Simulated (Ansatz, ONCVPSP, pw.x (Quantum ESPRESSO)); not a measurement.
Equation-of-state test of one ONCV potential (Tc)

* Element: technetium
* Generator: ONCVPSP 4.0.1
* Type: optimised norm-conserving Vanderbilt (ONCV)
* Functional: PBE
* Relativity: scalar-relativistic
* Frozen core: [Ar] 3d10
* Valence charge: 15
* Reference configuration: 4s2 4p6 4d5 5s2
* Partial waves: 4s+5s: rc 1.45 bohr, ncon 4, nbas 7, qcut 9.7 1/bohr, 2 projectors; 4p: rc 1.65 bohr, ncon 4, nbas 7, qcut 7.2 1/bohr, 2 projectors, debl 3.2 Ha; 4d: rc 1.95 bohr, ncon 4, nbas 8, qcut 9 1/bohr, 1 projector; f scattering state at 0.46 Ha: rc 1.90 bohr, ncon 4, nbas 7, qcut 6 1/bohr, 1 projector
* Local potential: polynomial inside 0.90 bohr (lpopt 5, dvloc0 1 Ha)
* Core correction: Teter function fitted to the true core (icmod 2), fcfact 0.3

Atomic tests: cutoffs needed: 30 Ha and 35 Ha (the cutoffs (Ha) at which the residual kinetic energy of the hardest occupied pseudo-wave falls to 1 and 0.1 mHa per electron); ghost test: no bound ghost flagged; GHOST(+) flagged for s at 120.3 eV; largest excitation error: -3.8 meV (all-electron minus pseudo) for 4s2 4p6 4d5 5s0, out of 4 test configurations.

Crystal test: bcc Tc in pw.x 7.5, no spin, 15³ k-points, Fermi–Dirac smearing 0.01 Ry, cutoffs 85/340 Ry. The reference is all-electron LAPW (Ansatz 0.2.0) with the same functional, mesh and smearing; V0 and B0 come from Birch–Murnaghan fits to the pressures at five volumes. Errors are pseudo minus all-electron; Δ is the rms difference of the E(V) curves that follow from these fits, minima aligned, over ±6 % about the mean V0. Mesh and smearing are coarse, so the numbers serve the comparison and aren't converged zero-temperature values; the lattice is a test structure that the element need not adopt.

```
V (Å³/atom)  P all-electron (GPa)  P pseudo (GPa)
     13.899                 17.20           17.13
     14.265                  8.23            8.18
     14.631                  0.42            0.38
     14.997                 -6.37           -6.40
     15.363                -12.28          -12.30
```

All-electron: a0 = 3.083 Å (V0 = 14.65 Å³/atom), B0 = 289.0 GPa.

Pseudopotential: mean pressure error (GPa): -0.04; a0 (Å): 3.083; a0 error (%): -0.00; B0 error (%): -0.1; Δ (meV/atom): 0.1.

Problem. At the middle volume, how do free energy and pressure move when the wave cutoff is lowered (ecutrho kept at four times it)?

Solution.

| cutoff (Ry) | shift of F (meV/atom) | shift of P (GPa) |
| --- | --- | --- |
| 38 | +2015.3 | -82.14 |
| 51 | +255.2 | -16.13 |
| 68 | +9.8 | -1.04 |

The run at the middle volume (120 k-points, 7 iterations) took about 12 s on one core of a shared host (AMD EPYC 9R45 96-Core Processor, 96 threads, 376 GiB, load 46).
